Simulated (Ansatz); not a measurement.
## InSe/InSe/InSe (GaSe type multilayer): converging the G0W0 gap

Wanted: a G0W0 gap for InSe/InSe/InSe (GaSe type multilayer) that is converged in bands and cutoff, or an estimate of the limit.

Method: G0W0 on PBEsol, plane waves, PAW, in Ansatz 0.2.0.

**1. Starting point**

The cell holds 12 atoms: 6 In and 6 Se. Cell: a = 3.955 Å, b = 3.955 Å, c = 66.500 Å, α = 90.0°, β = 90.0°, γ = 120.0°. Regions: layer 1 (InSe), 4 atoms (2 In and 2 Se); layer 2 (InSe), 4 atoms (2 In and 2 Se); layer 3 (InSe), 4 atoms (2 In and 2 Se). Vacuum lies along c.

The structure was relaxed with PBEsol-D3(BJ). The runs that relaxed it are not among those shown. The default PAW set here is soft_2. Its files were made with PBE. The Coulomb interaction is cut off across the vacuum.

**2. 479 empty bands, screening to 38 eV**

G0W0 replaces the xc potential by the self-energy, built once from these orbitals. Only a window of levels is corrected, while the sums run over the empty bands that the input names.

input.yaml

```yaml
crystal:
  lattice:
    - [3.9546242821, 0.0, 0.0]
    - [-1.9773121411, 3.4248050907, 0.0]
    - [0.0, 0.0, 66.5]
  atoms:
    - { symbol: In, position: [0.3333333333, 0.6666666667, 0.3980441747] }
    - { symbol: In, position: [0.3333333333, 0.6666666667, 0.3566614305] }
    - { symbol: Se, position: [0.6666666667, 0.3333333333, 0.4174935535] }
    - { symbol: Se, position: [0.6666666667, 0.3333333333, 0.3371525813] }
    - { symbol: In, position: [0.6666666667, 0.3333333333, 0.5206742294] }
    - { symbol: In, position: [0.6666666667, 0.3333333333, 0.4793257706] }
    - { symbol: Se, position: [0.3333333333, 0.6666666667, 0.540106907] }
    - { symbol: Se, position: [0.3333333333, 0.6666666667, 0.459893093] }
    - { symbol: In, position: [0.3333333333, 0.6666666667, 0.6433385695] }
    - { symbol: In, position: [0.3333333333, 0.6666666667, 0.6019558253] }
    - { symbol: Se, position: [0.6666666667, 0.3333333333, 0.6628474187] }
    - { symbol: Se, position: [0.6666666667, 0.3333333333, 0.5825064465] }
  periodic: [true, true, false]
kpoints:
  mp_grid: { grid: [6, 6, 1] }
hamiltonian:
  xc: pbesol
scf:
  occupations: { method: fixed }
gw:
  n_empty_bands: 479
  ecut_chi: 38
  qp_bands: [v4, c4]
  qp_kpoints: band_edges
  screening: { model: contour_deformation }
```

Launch:

```
$ ansatz run input.yaml --threads 3 --pin off --max-ram 92160MiB --backend cuda --events-out ev --progress --plain --runs-dir out --devices 1 --max-vram 13GiB
```

Numbers of over 12 decimals in the logs are rounded to 6 here.

Log:

```text
GPUs: using 1 of 1 available (devices: 1).
Engine: ansatz 0.2.0, x86_64-unknown-linux-gnu
Pseudopotentials: kind: paw
Pseudopotential: In, paw, valence charge 13, recommended cutoff 420 eV (normal), In.paw.azcp
Pseudopotential: Se, paw, valence charge 16, recommended cutoff 420 eV (normal), Se.paw.azcp
Functional definition: PBEsol
  exchange = pbesol_x
  correlation = pbesol_c
device memory: the entry about to start is reckoned to put 6.3 GiB on a device that reports 30.5 GiB free (of which the cap on the GPU budget leaves the run 13.0 GiB)
GPU FFT provider: cuFFT
GPU libraries: cuBLAS 13.8.2, cuFFT 12.4.0, cuSOLVER 12.3.4
Crystal: 12 atoms, lattice volume = 900.664 Å³
Basis set: ecut = 420 eV, 17827 PW (Γ)
Bands: 105, of which v1, the nominal top of the filled ones, is band 87 counted from 1 (86 counted from 0)
Symmetry: 12 space group operations
Space group: P-6m2 (ITA 187), of the structure as read, at distance tolerance 9.7e-5 Å
k-points: 7 of 36 (time reversal used)
Non-local potential: In, projectors of the file, l = 0: 2, l = 1: 2, l = 2: 2, l = 3: 2
Non-local potential: Se, projectors of the file, l = 0: 2, l = 1: 2, l = 2: 3, l = 3: 1
PAW form: soft (Blöchl's): semilocal exchange-correlation on the pseudo side does not see the compensation charge
PAW frozen core: In, regenerated for the run's functional, and the local potential with it (the file was generated under x = pbe(κ = 0.804, μ = 0.219515), c = pbe(β = 0.066725))
PAW frozen core: Se, regenerated for the run's functional, and the local potential with it (the file was generated under x = pbe(κ = 0.804, μ = 0.219515), c = pbe(β = 0.066725))
PAW one-centre angular grid: In, 590 points (default); XC on 64 Gauss nodes
PAW one-centre angular grid: Se, 590 points (default); XC on 64 Gauss nodes
Initial density: superposition of atomic densities (neutral atoms: chi_scale 0, normalization atom), corrected by the library's trained network
Initial wavefunctions: pseudopotential atomic-orbital guess
GPU buffer pool allocated for 328050 grid points (all kernels)
GPU transforms: local potential and band sums: pruned to the plane-wave sphere, on 25×27×450
Functional: x = pbesol(κ = 0.804, μ = 0.123457), c = pbesol(β = 0.046)
SCF iter   1: F=—  HF=-65703.376412 eV  |F-HF|=—  |Δ(HF+E_count)|=         —  Δρ=2.72e-3  dr2=2.26e-1  ethr=1.77e-3  ⟨swp⟩=6.6  Hψ=2683  notcnv=0  defer=108
preconditioner: auto → Resta (q_TF=auto, 2.074 Å⁻¹)  ε∞=1.9  [insulator: Δε(μ)=0.985 eV  Ē_g=13.989 eV  n_scr=168 (ndim 8)  ℏωp=13.2 eV  f_vac=0.627  ε∞_Penn≈1.9  vacuum switching on, ρ_ref=1.4e-2 e/Å³]
SCF iter   2: F=—  HF=-65703.363679 eV  |F-HF|=—  |Δ(HF+E_count)|=   1.27e-2  Δρ=1.64e-3  dr2=3.03e-1  ethr=1.30e-4  ⟨swp⟩=3.7  Hψ=1367  notcnv=0  defer=112
SCF iter   3: F=—  HF=-65703.338038 eV  |F-HF|=—  |Δ(HF+E_count)|=   2.56e-2  Δρ=8.29e-4  dr2=6.97e-2  ethr=1.30e-4  ⟨swp⟩=3.9  Hψ=782  notcnv=0  defer=112
SCF iter   4: F=—  HF=-65703.331935 eV  |F-HF|=—  |Δ(HF+E_count)|=   6.10e-3  Δρ=3.60e-4  dr2=2.33e-3  ethr=4.00e-5  ⟨swp⟩=2.6  Hψ=921  notcnv=0  defer=112
SCF iter   5: F=—  HF=-65703.332062 eV  |F-HF|=—  |Δ(HF+E_count)|=   1.27e-4  Δρ=1.72e-4  dr2=2.56e-4  ethr=1.34e-6  ⟨swp⟩=2.7  Hψ=1210  notcnv=0  defer=112
SCF iter   6: F=—  HF=-65703.332138 eV  |F-HF|=—  |Δ(HF+E_count)|=   7.60e-5  Δρ=8.33e-5  dr2=9.95e-5  ethr=1.47e-7  ⟨swp⟩=2.9  Hψ=1353  notcnv=0  defer=112
SCF iter   7: F=—  HF=-65703.332122 eV  |F-HF|=—  |Δ(HF+E_count)|=   1.56e-5  Δρ=2.82e-5  dr2=1.02e-5  ethr=5.72e-8  ⟨swp⟩=2.3  Hψ=1151  notcnv=0  defer=112
SCF iter   8: F=—  HF=-65703.332120 eV  |F-HF|=—  |Δ(HF+E_count)|=   2.42e-6  Δρ=6.59e-6  dr2=2.66e-6  ethr=5.87e-9  ⟨swp⟩=3.0  Hψ=1325  notcnv=0  defer=112
SCF iter   9: F=—  HF=-65703.332120 eV  |F-HF|=—  |Δ(HF+E_count)|=   1.81e-7  Δρ=5.00e-6  dr2=3.88e-7  ethr=1.53e-9  ⟨swp⟩=2.6  Hψ=992  notcnv=0  defer=112
SCF iter  10: F=-65703.332120 eV  HF=-65703.332120 eV  |F-HF|=4.18e-8  |Δ(HF+E_count)|=   1.83e-8  Δρ=2.29e-6  dr2=5.45e-8  ethr=5.75e-11  ⟨swp⟩=19.9  Hψ=4331  notcnv=0
SCF 1 converged in 10 iterations: F = -65703.332120 eV  dr2 = 5.45e-8
  greatest PAW one-centre occupation: 1.000 electrons in one spin orbital (limit 2), on the Se atom at site 7 (counted from 0), in its partial waves of l = 2
device memory: the entry about to start is reckoned to put 7.2 GiB (of the 7.5 GiB reckoned in all, the device holds 0.3 GiB already) on a device that reports 30.2 GiB free (of which the cap on the GPU budget leaves the run 12.7 GiB)
NSCF: frozen V_eff on 7 k-points
the band table was solved once the SCF had ended and its energy, with any forces and stress, was formed, with the checks that follow a solve (3598 applications of the Hamiltonian). They found nothing against the state; the energy, forces and stress were not computed again (output.eigenvalues in the input reference)
device memory: the entry about to start is reckoned to put 11.9 GiB on a device that reports 30.5 GiB free (of which the cap on the GPU budget leaves the run 13.0 GiB)
NSCF: frozen V_eff on 7 k-points
G₀W₀ screening: q 1/7
[... further progress lines ...]
SCF converged after 10 iterations
Free energy (F): -65703.332120 eV
Harris-Foulkes:  -65703.332120 eV  (|F-HF|=4.18e-8)
Internal energy: -65703.332120 eV  (E = F + TS)
E sigma→0 (E₀):  -65703.332120 eV
Fermi energy:    -5.553966 eV
--- Per-component energies (eV) ---
  E_band       = -4918.438279
  E_kinetic    = 2174.156120
  E_local      = -1746082.189071  (includes V_loc(G=0)·N_el)
  E_nonlocal   = -1345.545247
  E_hartree    = 871017.143760
  E_xc         = -1901.046757
  E_vxc        = -1188.062854  (∫ρ·V_xc dr)
  E_paw        = -35712.049949  (= ΣΔE_a)
  E_vpaw       = -511.009979  (= ΣTr[D̂ρ^β])
  E_aug_tail   = -0.003432  (compensation charges beyond the density's cutoff)
  E_ewald      = 846138.736339
  E_core_change = 7.466118  (= ΣΔE_core)
  E_smearing   = -0.000000  (= −TS)
  E_closure    = 0.000000  (closes the sum)
  Σ components = -65703.332120   (vs F -65703.332120, Δ=0.00e0)
--- Band table (eV; the first three rows and the last of 7) ---
  k-point 0: bands = [... 83 lower, -6.2523, -6.2523, -6.1823, -5.5573, -4.5592, -3.9989, -3.4715, -3.0181, ... 14 higher]
  k-point 1: bands = [... 83 lower, -6.5157, -6.2771, -5.9013, -5.5540, -3.4121, -3.2385, -3.0104, -2.5547, ... 14 higher]
  k-point 2: bands = [... 83 lower, -6.9918, -6.5123, -6.3918, -6.3045, -3.8162, -3.5801, -3.4696, -3.2953, ... 14 higher]
  k-point 6: bands = [... 83 lower, -7.3873, -7.0318, -6.8958, -6.8272, -3.8818, -3.6114, -3.3269, -2.8354, ... 14 higher]
  ° read free of the cell's end (the report's vacuum.weakly_bound_levels)
  °? not known for the slab's own: over its row's bound_up_to_ev there, or no deeper under its free states than its continued_xc_part_ev in size
--- G₀W₀: contour deformation, 7 samples at zero and on the imaginary axis and 2 off it, 36 q-points, 479 empty bands' worth ---
  eigenvalues of the whole cell's RPA ε∞ on this k-mesh (on a slab, of 1 + 4πα/V) = 1.3250, 3.8890, 3.8890; static W/v taken at q = 0 is 0.352061
  gw.qp_kpoints: band_edges: 6 of 7 stored k-points solved, in 1 pass; an edge of the gap read off the rows below is read off those points alone
    valence top: of the k-points left out ik 5 came nearest to being solved in a further pass, in band 87 (counted from 1, as in the quasiparticle table): it holds the edge there only if its correction is more favourable than any solved in that band by at least 0.969 eV; those differ by 0.256 eV
    conduction bottom: of the k-points left out ik 5 came nearest to being solved in a further pass, in band 88 (counted from 1, as in the quasiparticle table): it holds the edge there only if its correction is more favourable than any solved in that band by at least 0.866 eV; those differ by 0.543 eV
    ik  band        ε_KS         Σx   Σc(E_QP)       V_xc       Z   E_QP_lin       E_QP  E_QP is
     0    84     -6.2523   -18.1651     2.0730   -16.0232  0.7566    -6.3212    -6.3211  root
     0    85     -6.2523   -18.1651     2.0730   -16.0232  0.7566    -6.3212    -6.3211  root
     0    86     -6.1823   -15.3570     1.4080   -13.8157  0.7479    -6.3165    -6.3157  root
     0    87     -5.5573   -15.2913     1.1295   -14.2414  0.7638    -5.4778    -5.4777  root
     0    88     -4.5592   -10.7308    -2.6118   -14.0119  0.7838    -3.8828    -3.8899  root
     0    89     -3.9989   -10.6736    -2.6442   -14.1218  0.7731    -3.1966    -3.1949  root
     0    90     -3.4715   -10.4619    -2.9543   -14.2838  0.7699    -2.6030    -2.6039  root
     0    91     -3.0181    -8.5710    -3.4307   -12.8447  0.7804    -2.1627    -2.1751  root
     1    84     -6.5157   -17.9766     2.1323   -15.7449  0.7544    -6.6153    -6.6150  root
     1    85     -6.2771   -15.7170     1.7257   -13.8016  0.7508    -6.4679    -6.4668  root
     1    86     -5.9013   -16.1101     1.6245   -14.3565  0.7545    -6.0308    -6.0304  root
     1    87     -5.5540   -16.3703     1.5045   -14.8318  0.7624    -5.5879    -5.5879  root
     1    88     -3.4121   -11.0444    -2.9679   -14.9006  0.7728    -2.5045    -2.5238  root
     1    89     -3.2385   -10.7633    -3.0294   -14.7184  0.7670    -2.3043    -2.3128  root
     1    90     -3.0104   -10.7982    -3.1654   -14.9137  0.7667    -2.0441    -2.0602  root
     1    91     -2.5547    -7.6795    -3.5552   -11.9732  0.7794    -1.8010    -1.8163  root
     2    84     -6.9918   -17.6848     2.2599   -15.2739  0.7487    -7.1432    -7.1426  root
     2    85     -6.5123   -15.5934     1.6911   -13.7365  0.7521    -6.6788    -6.6781  root
     2    86     -6.3918   -15.7210     1.6770   -13.8693  0.7508    -6.5671    -6.5665  root
     2    87     -6.3045   -15.7885     1.6504   -13.9911  0.7560    -6.4519    -6.4514  root
     2    88     -3.8162    -7.3998    -3.1884   -11.1308  0.7849    -3.2677    -3.2737  root
     2    89     -3.5801    -8.4821    -3.1710   -12.3360  0.7782    -2.8819    -2.8971  root
     2    90     -3.4696    -9.1791    -3.1669   -13.1237  0.7755    -2.6803    -2.6920  root
     2    91     -3.2953    -9.4048    -3.2041   -13.4503  0.7699    -2.4382    -2.4540  root
[...]
6    84     -7.3873   -16.9136     2.5099   -14.1478  0.7166    -7.6460    -7.6432  root
     6    85     -7.0318   -15.2094     1.7034   -13.2894  0.7516    -7.2499    -7.2485  root
     6    86     -6.8958   -15.7741     1.8232   -13.7705  0.7511    -7.0770    -7.0762  root
     6    87     -6.8272   -15.8400     1.8093   -13.8719  0.7559    -6.9865    -6.9860  root
     6    88     -3.8818    -6.8203    -3.0722   -10.2970  0.7832    -3.4742    -3.4773  root
     6    89     -3.6114    -7.0845    -3.0916   -10.6265  0.7757    -3.1554    -3.1611  root
     6    90     -3.3269    -7.4822    -3.1575   -11.1125  0.7722    -2.8468    -2.8541  root
     6    91     -2.8354    -9.7659    -3.3954   -14.0733  0.7689    -1.8968    -1.9234  root
```

Elapsed: 86 s, on 1 × NVIDIA H100 80GB HBM3 (shared by 6 runs) with 3 threads of AMD EPYC 7R13 (Zen 3), shared host; peak memory 3 GiB.

This step gave:

```
bands summed                                 : 566
plane waves in the screening matrix          : 397
q-points in the mesh                         : 36
G0W0 gap on the mesh                         : 1.588 eV
k of the valence top                         : 0, 0, 0
k of the conduction bottom                   : 0, 0, 0
starting gap on the mesh                     : 0.9948 eV
Z at the valence top                         : 0.7638
Z at the conduction bottom                   : 0.7838
least direct G0W0 gap on the computed points : 1.588 eV
```

The gap on the mesh goes from 0.99 eV to 1.59 eV, a correction of +0.59 eV. Between the two edge states, bare exchange in place of the xc potential would open the gap by 4.33 eV, and correlation takes back 3.74 eV.

**3. 1197 empty bands, screening to 70 eV**

Another rung: the empty bands reach about as high as the screening cutoff, so the two stay in balance.

Changes to input.yaml since step 2:

```diff
@@ -25,5 +25,6 @@
   occupations: { method: fixed }
+  convergence: { dr2_threshold: 1.0e-10 }
 gw:
-  n_empty_bands: 479
-  ecut_chi: 38
+  n_empty_bands: 1197
+  ecut_chi: 70.0
   qp_bands: [v4, c4]
```

Log:

```text
GPUs: using 1 of 1 available (devices: 1).
[...]
GPU FFT provider: cuFFT
GPU libraries: cuBLAS 13.8.2, cuFFT 12.4.0, cuSOLVER 12.3.4
Crystal: 12 atoms, lattice volume = 900.664 Å³
Basis set: ecut = 420 eV, 17827 PW (Γ)
Bands: 105, of which v1, the nominal top of the filled ones, is band 87 counted from 1 (86 counted from 0)
[... 1 set-up line as in the run before ...]
[...]
k-points: 7 of 36 (time reversal used)
[...]
GPU buffer pool allocated for 328050 grid points (all kernels)
[...]
SCF iter   1: F=—  HF=-65703.376412 eV  |F-HF|=—  |Δ(HF+E_count)|=         —  Δρ=2.72e-3  dr2=2.26e-1  ethr=1.77e-3  ⟨swp⟩=6.6  Hψ=2683  notcnv=0  defer=108
[...]
SCF iter  15: F=-65703.332120 eV  HF=-65703.332120 eV  |F-HF|=1.85e-9  |Δ(HF+E_count)|=   1.05e-9  Δρ=1.66e-8  dr2=1.64e-11  ethr=1.00e-12  ⟨swp⟩=19.4  Hψ=4004  notcnv=0
SCF 1 converged in 15 iterations: F = -65703.332120 eV  dr2 = 1.64e-11
[...]
NSCF: frozen V_eff on 7 k-points
[...]
G₀W₀ screening: q 1/7
[... further progress lines ...]
SCF converged after 15 iterations
Free energy (F): -65703.332120 eV
[...]
Internal energy: -65703.332120 eV  (E = F + TS)
E sigma→0 (E₀):  -65703.332120 eV
Fermi energy:    -5.553932 eV
[...]
--- Band table (eV; the first three rows and the last of 7) ---
  k-point 0: bands = [... 83 lower, -6.2522, -6.2522, -6.1823, -5.5572, -4.5592, -3.9989, -3.4715, -3.0181, ... 14 higher]
  k-point 1: bands = [... 83 lower, -6.5156, -6.2770, -5.9013, -5.5539, -3.4120, -3.2384, -3.0104, -2.5547, ... 14 higher]
  k-point 2: bands = [... 83 lower, -6.9917, -6.5123, -6.3917, -6.3045, -3.8162, -3.5801, -3.4696, -3.2953, ... 14 higher]
  k-point 6: bands = [... 83 lower, -7.3873, -7.0318, -6.8957, -6.8272, -3.8818, -3.6114, -3.3268, -2.8354, ... 14 higher]
  ° read free of the cell's end (the report's vacuum.weakly_bound_levels)
[...]
bands read: the sum over 1284 bands ends inside a degenerate multiplet in 1 slot, whose members it reads at an even weight; the widest, k=0: bands 1284 to 1285 (counted from 1) at 1/2 each
[...]
`?` marks the rows in doubt; gw_qp.tsv's column doubts and the gw_qp event give each row's grounds
[...]
0    84     -6.2522   -18.1651     1.7587   -16.0232  0.7506    -6.6387    -6.6354  root
     0    85     -6.2522   -18.1651     1.7587   -16.0232  0.7506    -6.6387    -6.6354  root
     0    86     -6.1823   -15.3570     1.1510   -13.8156  0.7433    -6.5764    -6.5726  root ?
     0    87     -5.5572   -15.2913     0.8395   -14.2413  0.7585    -5.7684    -5.7676  root
     0    88     -4.5592   -10.7307    -2.8796   -14.0119  0.7801    -4.1554    -4.1576  root
     0    89     -3.9989   -10.6735    -2.9236   -14.1217  0.7691    -3.4819    -3.4744  root
     0    90     -3.4715   -10.4618    -3.2461   -14.2837  0.7659    -2.8986    -2.8958  root
     0    91     -3.0181    -8.5710    -3.6774   -12.8447  0.7783    -2.4213    -2.4217  root
     1    84     -6.5156   -17.9766     1.8255   -15.7449  0.7487    -6.9257    -6.9218  root
[...]
6    88     -3.8818    -6.8203    -3.2111   -10.2970  0.7825    -3.6150    -3.6163  root
     6    89     -3.6114    -7.0845    -3.2357   -10.6265  0.7748    -3.3028    -3.3051  root
     6    90     -3.3268    -7.4822    -3.3097   -11.1125  0.7711    -3.0034    -3.0063  root
     6    91     -2.8354    -9.7659    -3.7072   -14.0733  0.7664    -2.2250    -2.2351  root
```

Run time: 3.9 min. Hardware: 1 × NVIDIA H100 80GB HBM3 (shared by 6 runs) with 3 threads; peak memory 6.4 GiB.

This step gave:

```
bands summed                                 : 1284
plane waves in the screening matrix          : 1237
q-points in the mesh                         : 36
G0W0 gap on the mesh                         : 1.610 eV
k of the valence top                         : 0, 0, 0
k of the conduction bottom                   : 0, 0, 0
starting gap on the mesh                     : 0.9948 eV
Z at the valence top                         : 0.7585
Z at the conduction bottom                   : 0.7801
least direct G0W0 gap on the computed points : 1.610 eV
```

Against the run with 6×6×1 mesh, 479 empty bands, screening to 38 eV, the gap moves by +0.02 eV.

**4. The runs together**

Times are wall times on 1 × NVIDIA H100 80GB HBM3 (shared by 6 runs) with 3 threads of AMD EPYC 7R13 (Zen 3), shared host, good to a factor of about two.

```tsv
mesh	files	frequency	bands summed	cutoff (eV)	start (eV)	G0W0 (eV)	time	host memory (GiB)
6×6×1	default PAW	contour deformation	566	38	0.995	1.588	86 s	3.0
6×6×1	default PAW	contour deformation	1284	70	0.995	1.610	3.9 min	6.4
```

How the two edges are built up, in eV (the quasiparticle level is the starting level plus Σx plus Σc less Vxc):

```tsv
run	edge	start	Σx	Σc	Vxc	Z	QP
566 bands	valence top	-5.56	-15.29	1.13	-14.24	0.76	-5.48
566 bands	conduction bottom	-4.56	-10.73	-2.61	-14.01	0.78	-3.89
1284 bands	valence top	-5.56	-15.29	0.84	-14.24	0.76	-5.77
1284 bands	conduction bottom	-4.56	-10.73	-2.88	-14.01	0.78	-4.16
```

**5. Results**

```yaml
566_bands_38_ev: 1.588 eV
1284_bands_70_ev: 1.610 eV
estimated_limit_in_bands_and_cutoff: 1.63 eV
mesh_and_start: 6×6×1, PBEsol
```

What this shows: A line in one over the bands through the two rungs gives 1.63 eV, +0.02 eV from the top rung; with two points alone it is an unchecked estimate. The rungs stand 0.04 eV (566 bands) and 0.02 eV (1284 bands) from it. From 566 to 1284 bands the gap moves by +0.02 eV while the time grows 2.7-fold. Σc changes by −0.29 eV at the valence top and −0.27 eV at the conduction bottom, so the levels themselves move more than the gap between them. The 6×6×1 mesh misses a band edge: over a band path and its finer mesh (run apart) the PBEsol gap is 0.91 eV, so the G0W0 gap over the zone may lie about 0.08 eV below its value on the mesh. The mesh in the plane is coarse for a sheet; gap and any exciton binding can still move on denser ones. The many-body steps are scalar-relativistic: spin-orbit coupling is not in them.

[Paths, hosts, dates, memory and timing lines, banners, echoed tables and standing remarks are left out of the program output.]

[Logs are printed without paths, hosts, clocks, repeated set-up lines and the standing remarks that a program may print on its own settings, such as how far it seeks lower states.]

[Runs of the session that timed out or met a known fault of the program may be left out.]

[Cells called generated may have been cut or substituted from an entry of the Crystallography Open Database or the Materials Project.]

[Hosts, paths, dates, database ids (printed as entryN), source tags and the programs' standing remarks are cut or masked in the printed files.]
